The table lists the free energy change per atom when rocksalt PbSe is deformed by two strains at once, computed with dispersion-corrected density functional theory relative to the crystal at rest. The first strain, g, is a shear in the xy plane. The second strain, e, stretches or compresses x and y equally while the z edge keeps its length. Both x and y run along Pb–Se contacts, and symmetry makes the two signs of g equivalent.

Rocksalt PbSe (2-atom cell), computed with Ansatz 0.2.0: PBE+D3(BJ), scalar-relativistic PAW, 420 eV plane-wave cutoff, 10×10×10 k mesh, 0.03 eV Gaussian smearing, no spin polarization. The first strain is the engineering shear xy, the second an equal normal strain along x and y; free energies are relative to the relaxed crystal.

```
second strain  free energy change at first strain -0.22 (meV an atom)  free energy change at first strain -0.11 (meV an atom)  free energy change at first strain -0.055 (meV an atom)
      -0.1100                                                   551.7                                                   497.8                                                    486.1
      -0.0825                                                   326.1                                                   263.0                                                    249.0
      -0.0550                                                   180.5                                                   117.7                                                    102.3
      -0.0275                                                   101.6                                                    41.3                                                     26.6
       0.0000                                                    73.7                                                    18.0                                                      4.6
       0.0275                                                    84.4                                                    34.1                                                     21.7
       0.0550                                                   114.6                                                    69.6                                                     58.6
       0.0825                                                   159.0                                                   119.2                                                    109.4
       0.1100                                                   231.7                                                   196.4                                                    187.6
```

Take first the limit without shear, whose energies stand in the output below. Compressing the plane by 0.11 costs 483 meV an atom, while stretching it by the same amount costs only 185 meV. The well is lopsided for a familiar reason: Pauli repulsion between closed shells rises steeply as atoms approach, whereas the attraction fades gradually as they part. A small part of the difference comes from an irregular drop on the stretched side, discussed below.

The other limit is shear alone. An in-plane edge of unit length becomes

L = √((1 + e)² + (g/2)²)

so at e = 0 the contact length changes only in second order. Even the largest shear lengthens these contacts by just 0.6%; what it mainly does is bend the angles between them. This is why the crystal is soft in shear, with C44 near 17 GPa, against about 145 GPa for C11 + C12, which governs the equal in-plane strain.

When both strains act, that small lengthening begins to matter. In a compressed plane the contacts are under pressure, so lengthening them gives energy back. In a stretched plane they are under tension, and lengthening them costs more. The same holds for any loaded bond that a shear pushes sideways without a first-order change of length: compression helps the shear, tension resists it.

The refund can be estimated at e = −0.11 and g = 0.22. The edge grows from 0.89 to √(0.89² + 0.11²) = 0.8968, a gain of 0.0068. The computed slope of the energy there is −10.6 eV an atom per unit strain, so the refund is about 0.0068 × 10.6 eV = 72 meV an atom. Allowing for the curvature of the well brings it to 69 meV.

Subtracting this edge term from the total cost of shear leaves the cost of bending the angles at the new edge length. At g = 0.22 it falls steadily from 137 meV an atom in the most compressed row to 30 meV in the most stretched. Part of the fall is geometry, since the same g bends the angles more when the edges are short. Much of the rest is expected to come from crowding: shear pushes like atoms together along one diagonal, to 3.38 Å in the most compressed row but only 4.34 Å in the most stretched.

The total cost of shear therefore has a maximum; among the rows at g = 0.22 it is highest at e = −0.055. Between there and e = −0.11 the angles become 31 meV an atom dearer, but the refund grows by 46 meV, so the total drops. Towards stretch the angles become cheaper faster than the edges become dearer, and the total drops again.

The edge term comes from a Morse-shaped curve with two adjustable constants, fitted to the zero-shear energies of the compressed rows and the row at e = 0. Its constants have no physical meaning of their own. It reproduces those rows closely and also predicts the row at e = 0.0275, which it had not seen, to about 0.2 meV an atom.

Beyond that row the computed energies drop below the curve, by 9 meV an atom at e = 0.055 and by about 25 meV in the last two rows. The slope falls well short of the curve at 0.055, then comes back to within about 5% of it. A slope that recovers while the energy stays low is the mark of a downward step, not of a lasting softening of the bonds, although the height of the step depends on the curve chosen. The same uneven increments appear with and without shear.

The likely cause is the dispersion correction, whose coefficients depend on how closely each atom is surrounded and are known to switch within this map. No calculation with fixed coefficients was made to confirm it. A smaller irregularity appears at the weakest shear, 0.055, where the angle cost dips in the most compressed row instead of continuing to rise. The computed electronic gap closes on part of the map and might disturb so small an energy, but that is a guess. The runs also leave out spin-orbit coupling, which changes the gap of PbSe strongly, so the place where it closes is unreliable.

For small loads, a quadratic energy built from the elastic constants is adequate: at e = ±0.0275 it misses the energy without shear by 10 to 13%. For larger loads, shear resistance should be taken at the actual in-plane strain, because the cost of shear falls on both sides of its maximum. The stiffness of the stretched plane should not be derived from energy differences across the rows from e = 0.0275 to 0.0825 until the dispersion step has been checked. If the z edge is free to adjust, as in a film with a free surface, the energies of the strained crystal will be lower than those listed. The atoms were kept on their symmetric sites, where the forces on them vanish; whether they would move off centre in a stretched plane, and so lower the energy, was not tested.

Printed output of the fit:

```
fit of Z on 5 rows (second_strain < 0.01): coefficient of (1-exp(-s*second_strain))**2 1834 +/- 0.34, s 3.767; rms 0.0787, worst -0.055 0.131, leave-one-out rms 0.295
  rows outside the fit (model, value, miss): 0.0275 17.76, 17.52, 0.237; 0.055 64.21, 54.94, 9.27; 0.0825 130.8, 106.1, 24.7; 0.11 211, 184.7, 26.3
energies in meV an atom and slopes in eV an atom per unit strain:
      row  zero shear    slope  curve slope  cost of shear 0.22  longer edges  angles 0.22  angles 0.11  angles 0.055
    -0.11       483.3   -10.58       -10.73               68.43         -69.1        137.5        32.52         7.369
  -0.0825       243.6   -6.896        -6.87               82.48        -42.54          125        30.53           8.2
   -0.055       97.03   -3.901       -3.912               83.47         -23.1        106.6         26.8         6.822
  -0.0275       21.95   -1.682       -1.672               79.65        -9.047         88.7        21.87         5.296
      0.0           0  0.00032            0                73.7        0.9254        72.77        17.94         4.596
   0.0275       17.52    1.185        1.226               66.88          7.83        59.05        14.74         3.728
    0.055       54.94    1.273        2.101               59.66         12.44        47.22        11.62         2.905
   0.0825       106.1    2.572        2.704               52.91         15.34        37.56        9.312         2.359
     0.11       184.7    3.029        3.097               46.99         16.99           30        7.468          1.84
C44 from shear 0.055 at second strain 0 (GPa): 16.89
C44 from shear 0.22 at second strain 0 (GPa): 16.91
C11 plus C12 from the mean of second strains -0.0275 and 0.0275 (GPa): 144.9
zero-shear energy at -0.11 over that at 0.11: 2.616
share of compression alone in the energy at -0.11 and shear 0.22 (percent): 87.6
lengthening of in-plane contacts by shear 0.22 at second strain 0 (percent): 0.6032
shortest in-plane like-atom distance at -0.11 and shear 0.22 (A): 3.383
shortest in-plane like-atom distance at 0.11 and shear 0.22 (A): 4.337
steps on the stretched side at zero shear (meV an atom): 17.52, 37.42, 51.15, 78.61
steps on the stretched side at shear 0.22 (meV an atom): 10.7, 30.2, 44.4, 72.7
mean slope from 0.0275 to 0.055 at zero shear (eV an atom per unit strain): 1.361
angle cost at -0.11 over that at 0.11 for shear 0.22: 4.584
squared bending angle at -0.11 over that at 0.11 for shear 0.22: 1.55
```
